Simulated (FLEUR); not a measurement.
# CoO: parallel and opposed starts

Aim: find out whether CoO carries moments, and which collinear order costs least.

Main program and level: FLEUR MaX-R8.1; PBEsol with U = 3.5 eV on Co d; all-electron FLAPW, Dirac cores, scalar-relativistic bands.

## (1) The starting structure

Symmetry: I4/mmm, No. 139, tetragonal system. The conventional cell has a = 3.016 Å, b = 3.016 Å, c = 4.214 Å, α = 90.00°, β = 90.00°, γ = 90.00°. Nearest to Co lie 6 O at 2.11 to 2.13 Å. O has 6 Co at 2.11 to 2.13 Å nearest. Farther neighbours and most contacts between anions are not listed.

Coordinates:

```cif
data_structure
_symmetry_space_group_name_H-M 'I4/mmm'
_symmetry_Int_Tables_number 139
_cell_length_a 3.0160
_cell_length_b 3.0160
_cell_length_c 4.2145
_cell_angle_alpha 90.000
_cell_angle_beta 90.000
_cell_angle_gamma 90.000
_cell_volume 38.34
loop_
_atom_site_label
_atom_site_type_symbol
_atom_site_symmetry_multiplicity
_atom_site_Wyckoff_symbol
_atom_site_fract_x
_atom_site_fract_y
_atom_site_fract_z
_atom_site_occupancy
Co1 Co 2 a 0.00000 0.00000 0.00000 1
O1 O 2 b 0.00000 0.00000 0.50000 1
```

## (2) Start 1: ferro +

The parallel start is the test of whether parallel moments hold. The U counters the self-interaction that shrinks the moments of a localised shell.

inpgen writes inp.xml from crystal.txt; cutoffs, mixing, functional, smearing and local orbitals are then set in the file. The k list default-1 (kpts.xml, not shown) is a Γ-centred 10×10×10 mesh; where the ranks do not divide the number of points, some are split in two of half the weight.

Contents of inp.xml:

```
<?xml version="1.0" encoding="UTF-8" standalone="no"?>
<fleurInput fleurInputVersion="0.39">
   <comment>
      CoO
   </comment>
   <calculationSetup>
      <cutoffs Kmax="4.29" Gmax="12.9" GmaxXC="12.9" numbands="0"/>
      <scfLoop itmax="130" minDistance="0.0001" maxIterBroyd="15" imix="Anderson" alpha="0.05" precondParam="0.0" spinf="2.0" sdNocoIR="T"/>
      <coreElectrons ctail="T" frcor="F" kcrel="0" coretail_lmax="0"/>
      <xcFunctional name="PBEs" relativisticCorrections="F"/>
      <magnetism jspins="2"/>
      <soc l_soc="F" theta="0.0" phi="0.0" spav="F"/>
      <expertModes spex="0" secvar="F"/>
      <geometryOptimization l_f="F" forcealpha="1.0" forcemix="BFGS" epsdisp="0.00001" epsforce="0.00001"/>
      <ldaU l_linMix="F" mixParam="0.05" spinf="1.0"/>
   </calculationSetup>
   <cell>
      <bzIntegration valenceElectrons="23.0" mode="hist" fermiSmearingEnergy="0.00183747">
         <kPointListSelection listName="default-1"/>
         <xi:include xmlns:xi="http://www.w3.org/2001/XInclude" href="kpts.xml"> </xi:include>
      </bzIntegration>
      <xi:include xmlns:xi="http://www.w3.org/2001/XInclude" href="sym.xml"> </xi:include>
      <bulkLattice scale="1.0">
         <bravaisMatrix>
            <row-1>   -2.8497069958968000     2.8497069958968000     3.9821207229907136</row-1>
            <row-2>    2.8497069958968000    -2.8497069958968000     3.9821207229907136</row-2>
            <row-3>    2.8497069958968000     2.8497069958968000    -3.9821207229907136</row-3>
         </bravaisMatrix>
      </bulkLattice>
   </cell>
   <atomSpecies>
      <species name="Cobalt (Co3.000" element="Co" atomicNumber="27">
         <mtSphere radius="2.48" gridPoints="819" logIncrement="0.015"/>
         <atomicCutoffs lmax="10" lnonsphr="8"/>
         <electronConfig flipSpins="F">
            <coreConfig>(1s1/2) (2s1/2) (2p1/2) (2p3/2)</coreConfig>
            <valenceConfig>(3s1/2) (3p1/2) (3p3/2) (4s1/2) (3d3/2) (3d5/2)</valenceConfig>
            <stateOccupation state="(3d3/2)" spinUp="2.0" spinDown="0.8"/>
            <stateOccupation state="(3d5/2)" spinUp="3.0" spinDown="1.2"/>
         </electronConfig>
         <energyParameters s="4" p="4" d="3" f="4"/>
         <ldaU l="2" U="3.5" J="0.0" l_amf="F"/>
         <lo type="SCLO" l="0" n="3" eDeriv="0"/>
         <lo type="SCLO" l="1" n="3" eDeriv="0"/>
      </species>
      <species name="Oxygen (O)" element="O" atomicNumber="8">
         <mtSphere radius="1.4" gridPoints="463" logIncrement="0.023"/>
         <atomicCutoffs lmax="6" lnonsphr="4"/>
         <electronConfig flipSpins="F">
            <coreConfig>(1s1/2)</coreConfig>
            <valenceConfig>(2s1/2) (2p1/2) (2p3/2)</valenceConfig>
            <stateOccupation state="(2p1/2)" spinUp="0.666667" spinDown="0.666667"/>
            <stateOccupation state="(2p3/2)" spinUp="1.333333" spinDown="1.333333"/>
         </electronConfig>
         <energyParameters s="2" p="2" d="3" f="4"/>
      </species>
   </atomSpecies>
   <atomGroups>
      <atomGroup species="Cobalt (Co3.000">
         <relPos label="                   1">.0000000000 .0000000000 .0000000000</relPos>
         <force calculate="T" relaxXYZ="TTT"/>
      </atomGroup>
      <atomGroup species="Oxygen (O)">
         <relPos label="                   2">1.000/2.000 1.000/2.000 .0000000000</relPos>
         <force calculate="T" relaxXYZ="TTT"/>
      </atomGroup>
   </atomGroups>
   <output dos="F" band="F" slice="F">
      <bandDOS minEnergy="-.5*Htr" maxEnergy="0.5*Htr" sigma="0.015" storeEVData="T"/>
      <plotting iplot="0" polar="F">
         <plot TwoD="T" vec1="  1.0  0.0  0.0" vec2="  0.0  1.0  0.0" vec3="  0.0  0.0  1.0" zero="  0.0  0.0  0.0" file="plot"/>
      </plotting>
      <moessbauerParams electricFieldGradient="F" isomerShift="F" coreHyperfine="F" valenceHyperfine="F"/>
   </output>
</fleurInput>
```

Contents of crystal.txt:

```
CoO
&input film=F cartesian=F /
-1.50800000000  1.50800000000  2.10724753770
1.50800000000  -1.50800000000  2.10724753770
1.50800000000  1.50800000000  -2.10724753770
1.8897261246
1.0 1.0 1.0

2
27 0.00000000000  0.00000000000  0.00000000000 : 3.000
8 0.50000000000  0.50000000000  0.00000000000

&kpt div1=10 div2=10 div3=10 gamma=T /
```

The run is started by

```bash
$ OMP_NUM_THREADS=1 inpgen -f crystal.txt > inpgen.log  # inp.xml is then edited as shown
$ OMP_NUM_THREADS=1 mpirun -n 4 fleur_MPI > fleur.log
```

What it wrote:

```text
Welcome to FLEUR        (www.flapw.de)
      MaX-Release 8.1          (www.max-centre.eu)

 ========== k-point set info ==========
 Selected k-point list: default-1
 k-point list type: mesh
 0 x 0 x 0
 Number of k points: 104

 ------------Calculation Setup---------------------------
 Number of MPI-tasks      :            4
 Number of PE/node        :            4
 Number of OMP-threads    :            1
 k-points in parallel     :            4
 pe's per k-point         :            1
 No of k-point loops      :           26
 Eigenvalue solver        :       lapack
 Number of basis functions:          202
 Approximate size of matrices (H+S) per k-point:         0.001 GB
 --------------------------------------------------------
 no density matrix found ... skipping LDA+U
 Reset of history
 Iteration:     1   Distance:      23.26027508 me/bohr^3
 Iteration:     2   Distance:      25.18023320 me/bohr^3
 Iteration:     3   Distance:      22.77169300 me/bohr^3
 Iteration:     4   Distance:      16.64429967 me/bohr^3
 Iteration:     5   Distance:      24.48506748 me/bohr^3
 Iteration:     6   Distance:       7.71763489 me/bohr^3
 Iteration:     7   Distance:       7.39432671 me/bohr^3
 Iteration:     8   Distance:       7.95403626 me/bohr^3
 Iteration:     9   Distance:       6.58222469 me/bohr^3
 Iteration:    10   Distance:       1.24511703 me/bohr^3
 Iteration:    11   Distance:       0.91376347 me/bohr^3
 Iteration:    12   Distance:       0.33646924 me/bohr^3
 Iteration:    13   Distance:       0.19087433 me/bohr^3
 Iteration:    14   Distance:       0.15573438 me/bohr^3
 Iteration:    15   Distance:       0.05810265 me/bohr^3
 Iteration:    16   Distance:       0.04859447 me/bohr^3
 Iteration:    17   Distance:       0.05241685 me/bohr^3
 Iteration:    18   Distance:       0.03938114 me/bohr^3
 Iteration:    19   Distance:       0.02732132 me/bohr^3
 Iteration:    20   Distance:       0.00336056 me/bohr^3
 Iteration:    21   Distance:       0.00484342 me/bohr^3
 Iteration:    22   Distance:       0.00102064 me/bohr^3
 Iteration:    23   Distance:       0.00054663 me/bohr^3
 Iteration:    24   Distance:       0.00023144 me/bohr^3
 Iteration:    25   Distance:       0.00014395 me/bohr^3
 Iteration:    26   Distance:       0.00001347 me/bohr^3

 ********************************************************************
 Run finished successfully
 Stop message:
   all done
 ********************************************************************

--- out.xml (last complete iteration) ---
<iteration numberForCurrentRun="   26" overallNumber="   26">
         [... left out ...]
         <bandgap value="0.0026137716" units="eV"/>
         <sumValenceSingleParticleEnergies value="-15.8583388317" units="Htr"/>
         <FermiEnergy value="0.3062125373" units="Htr"/>
         <valenceDensity>
            <mtCharges spin="1">
               <mtCharge atomType="1" total="9.4678981" s="1.1876813" p="3.2344089" d="4.9696817" f="0.0533932"/>
               <mtCharge atomType="2" total="2.3508367" s="0.7043814" p="1.6420283" d="0.0038605" f="0.0004768"/>
            </mtCharges>
            <mtCharges spin="2">
               <mtCharge atomType="1" total="6.7406106" s="1.1653499" p="3.2160878" d="2.2895967" f="0.0501894"/>
               <mtCharge atomType="2" total="2.1046069" s="0.6792889" p="1.4223090" d="0.0026691" f="0.0002982"/>
            </mtCharges>
            <spinDependentCharge spin="1" total="12.9998354" interstitial="1.1811006" mtSpheres="11.8187348"/>
            <spinDependentCharge spin="2" total="10.0001646" interstitial="1.1549471" mtSpheres="8.8452175"/>
            <totalCharge value="23.0000000000"/>
         </valenceDensity>
         [... left out ...]
         <allElectronCharges>
            <spinDependentCharge spin="1" total="18.9998354" interstitial="1.1811011" mtSpheres="17.8187344"/>
            <spinDependentCharge spin="2" total="16.0001646" interstitial="1.1549475" mtSpheres="14.8452170"/>
            <totalCharge value="34.9999999989"/>
         </allElectronCharges>
         <magneticMomentsInMTSpheres units="muBohr">
            <globalMagMoment atomType="1" vec="0.00000   0.00000   2.72729"/>
            <localMagMoment atomType="1" vec="0.00000   0.00000   2.72729"/>
            <globalMagMoment atomType="2" vec="0.00000   0.00000   0.24623"/>
            <localMagMoment atomType="2" vec="0.00000   0.00000   0.24623"/>
         </magneticMomentsInMTSpheres>
         <moessbauerParams unitsHFF="kG" unitsIS="e/bohr^3" unitsEFG="Htr/bohr^2">
         </moessbauerParams>
         <totalEnergy value="    -1467.1563369960" units="Htr">
            <sumOfEigenvalues value="     -839.5139552932">
               <coreElectrons value="-823.6556164615"/>
               <valenceElectrons value="-15.8583388317"/>
            </sumOfEigenvalues>
            <densityCoulombPotentialIntegral value="-2239.1368596603"/>
            <densityEffectivePotentialIntegral value="-2326.4995094858"/>
            <chargeDenXCDenIntegral value="-66.7432762782"/>
            <FockExchangeEnergyValence value="0.0000000000"/>
            <FockExchangeEnergyCore value="0.0000000000"/>
            <atomTypeDependentContributions atomType="1">
               <electronNucleiInteractionDifferentMTs value="1668.2142322325"/>
               <MadelungTerm value="-8.8503868590"/>
            </atomTypeDependentContributions>
            <atomTypeDependentContributions atomType="2">
               <electronNucleiInteractionDifferentMTs value="86.0054164521"/>
               <MadelungTerm value="-5.1645741424"/>
            </atomTypeDependentContributions>
            <dftUCorrection value="-0.4044246058"/>
            <tkbTimesEntropy value="0.0012737903"/>
            <freeEnergy value="-1467.1576107863"/>
            <extrapolationTo0K value="-1467.1569738911"/>
         </totalEnergy>
         <ldaUDensityMatrix>
            <densityMatrixFor spin="1" atomType="1" uIndex="1" l="2" U="3.50000000" J="0.00000000">
               (+0.99778,+0.00000) (+0.00000,+0.00000) (+0.00000,+0.00000) (+0.00000,+0.00000) (-0.02337,+0.00000)
               (+0.00000,+0.00000) (+0.97505,+0.00000) (+0.00000,+0.00000) (+0.00000,+0.00000) (+0.00000,+0.00000)
               (+0.00000,+0.00000) (+0.00000,+0.00000) (+1.02403,+0.00000) (+0.00000,+0.00000) (+0.00000,+0.00000)
               (+0.00000,+0.00000) (+0.00000,+0.00000) (+0.00000,+0.00000) (+0.97505,+0.00000) (+0.00000,+0.00000)
               (-0.02337,+0.00000) (+0.00000,+0.00000) (+0.00000,+0.00000) (+0.00000,+0.00000) (+0.99778,+0.00000)
            </densityMatrixFor>
            <densityMatrixFor spin="2" atomType="1" uIndex="1" l="2" U="3.50000000" J="0.00000000">
               (+0.40251,+0.00000) (+0.00000,+0.00000) (+0.00000,+0.00000) (+0.00000,+0.00000) (+0.24679,+0.00000)
               (+0.00000,+0.00000) (+0.66107,+0.00000) (+0.00000,+0.00000) (+0.00000,+0.00000) (+0.00000,+0.00000)
               (+0.00000,+0.00000) (+0.00000,+0.00000) (+0.16243,+0.00000) (+0.00000,+0.00000) (+0.00000,+0.00000)
               (+0.00000,+0.00000) (+0.00000,+0.00000) (+0.00000,+0.00000) (+0.66107,+0.00000) (+0.00000,+0.00000)
               (+0.24679,+0.00000) (+0.00000,+0.00000) (+0.00000,+0.00000) (+0.00000,+0.00000) (+0.40251,+0.00000)
            </densityMatrixFor>
         </ldaUDensityMatrix>
         <ldaUDensityMatrixConvergence>
            <distance spin="1" distance="0.000000"/>
            <distance spin="2" distance="0.000001"/>
         </ldaUDensityMatrixConvergence>
         <densityConvergence units="me/bohr^3">
            <chargeDensity spin="1" distance="0.0000056277"/>
            <chargeDensity spin="2" distance="0.0000120228"/>
            <overallChargeDensity distance="0.0000134691"/>
            <spinDensity distance="0.0000130775"/>
         </densityConvergence>
      </iteration>
```

Wall time 27 s (4 MPI ranks of Intel Xeon Platinum 8488C (Sapphire Rapids), shared host); peak memory 0.26 GiB; 1.8 min of CPU time.

This step gave:

```yaml
free_energy: -39923.3924 eV
program_s_band_gap_on_this_mesh_in_a_metal_only_a_level_spacing: 0.002614 eV
magnetization: 3.000 μB
final_state: ferromagnetic
largest_moment: 2.727 μB
```

After 26 cycles the largest moment stands at 2.73 μB.

[end of part 1 of 2]

[Logs and program files are shortened in this print: banners, set-up blocks, solver, clock and traceback lines can be left out without a mark of their own.]

[Logs are printed without paths, hosts, clocks, repeated set-up lines and the standing remarks that a program may print on its own settings, such as how far it seeks lower states.]

[Hosts, paths, dates, database ids (printed as entryN), source tags and the programs' standing remarks are cut or masked in the printed files.]

[Where a cell is said to come from a database of computed structures, the database is the Materials Project.]
